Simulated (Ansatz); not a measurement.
**Se: response to strain**

Aim: deform Se (equal xx and yy strain of +1 %) and compute stress, forces and field gradients with LAPW, PAW and all-electron datasets made for the crystal.

Computed with Ansatz 0.2.0 (DFT PBE, scalar-relativistic, unless a step's input says otherwise).

### Step 1. The system as given

The structure is trigonal, space group P3_221 (No. 154). Conventional cell: a = 4.355 Å, b = 4.355 Å, c = 4.949 Å, α = 90.00°, β = 90.00°, γ = 120.00°. Se (site symmetry 2) has 2 Se at 2.32 Å as nearest neighbours.

Structure file:

```cif
data_structure
_symmetry_space_group_name_H-M 'P3_221'
_symmetry_Int_Tables_number 154
_cell_length_a 4.3552
_cell_length_b 4.3552
_cell_length_c 4.9494
_cell_angle_alpha 90.000
_cell_angle_beta 90.000
_cell_angle_gamma 120.000
_cell_volume 81.30
loop_
_atom_site_label
_atom_site_type_symbol
_atom_site_symmetry_multiplicity
_atom_site_Wyckoff_symbol
_atom_site_fract_x
_atom_site_fract_y
_atom_site_fract_z
_atom_site_occupancy
Se1 Se 3 b 0.21700 0.00000 0.16667 1
```

The file gives the conventional cell by its symmetry; the runs use the cell typed in the input.

Atoms are numbered in the order of the input: Se1, Se2, Se3.

### Step 2. After the deformation

Space group P3_221 before, P3_221 after.

### Step 3. LAPW, all electrons

Contents of input.yaml:

```yaml
crystal:
  lattice:
    - [4.3987213744, 0.0, 0.0]
    - [-2.1993606872, 3.8094044544, 0.0]
    - [0.0, 0.0, 4.94945]
  atoms:
    - { symbol: Se, position: [0.217, 0.0, 0.1666666667] }
    - { symbol: Se, position: [0.0, 0.217, 0.8333333333] }
    - { symbol: Se, position: [0.783, 0.783, 0.5] }
kpoints:
  mp_grid: { grid: [8, 8, 6] }
  band_path:
    path:
      - [0.0, 0.0, 0.0]
      - [0.5, 0.0, 0.0]
      - [0.3333333333, 0.3333333333, 0.0]
      - [0.0, 0.0, 0.0]
      - [0.0, 0.0, 0.5]
      - [0.5, 0.0, 0.5]
      - [0.3333333333, 0.3333333333, 0.5]
      - [0.0, 0.0, 0.5]
      - [0.5, 0.0, 0.5]
    npoints: 5
scf:
  occupations: { method: fermi_dirac, width: 0.03 }
hamiltonian:
  xc: pbe
  pseudopotentials: { kind: all_electron, lapw: { basis_error: 0.0005 } }
output:
  forces: true
  stress: true
  eigenvalues: true
```

The run is started by

```console
ansatz run input.yaml --threads 1 --pin off --max-ram 4096MiB --backend cpu --events-out ev --progress --plain --runs-dir out
```

### Step 4. PAW on the default files

Contents of input.yaml:

```yaml
crystal:
  lattice:
    - [4.3987213744, 0.0, 0.0]
    - [-2.1993606872, 3.8094044544, 0.0]
    - [0.0, 0.0, 4.94945]
  atoms:
    - { symbol: Se, position: [0.217, 0.0, 0.1666666667] }
    - { symbol: Se, position: [0.0, 0.217, 0.8333333333] }
    - { symbol: Se, position: [0.783, 0.783, 0.5] }
kpoints:
  mp_grid: { grid: [8, 8, 6] }
scf:
  occupations: { method: fermi_dirac, width: 0.03 }
hamiltonian:
  xc: pbe
  pseudopotentials: { kind: paw }
output:
  forces: true
  stress: true
  eigenvalues: true
  efg: { contact_densities: true }
```

### Step 5. Datasets made for this crystal

input.yaml: that of step 4 with these lines changed.

```diff
@@ -15,3 +15,3 @@
   xc: pbe
-  pseudopotentials: { kind: paw }
+  pseudopotentials: { kind: all_electron, datasets: crystal }
 output:
```

(Steps that only read results are left out.)

**Question.** What will these runs give? Wanted: pressure; largest shear or deviatoric stress.

As calculated:

| quantity | value |
| --- | --- |
| pressure | LAPW 4.43, PAW 4.44, crystal datasets 4.43 GPa |
| largest shear or deviatoric stress (LAPW) | 1.54 GPa |

The largest part of the stress beyond the pressure is 1.54 GPa in size, in the zz component; the atoms are carried along and not relaxed. No run of the undeformed cell stands beside it, so the pressure holds what the given cell had before the change. PAW: stress within 0.02 GPa of LAPW, forces within 6 meV/Å. Crystal datasets: stress within 0.01 GPa of LAPW, forces within 1 meV/Å.
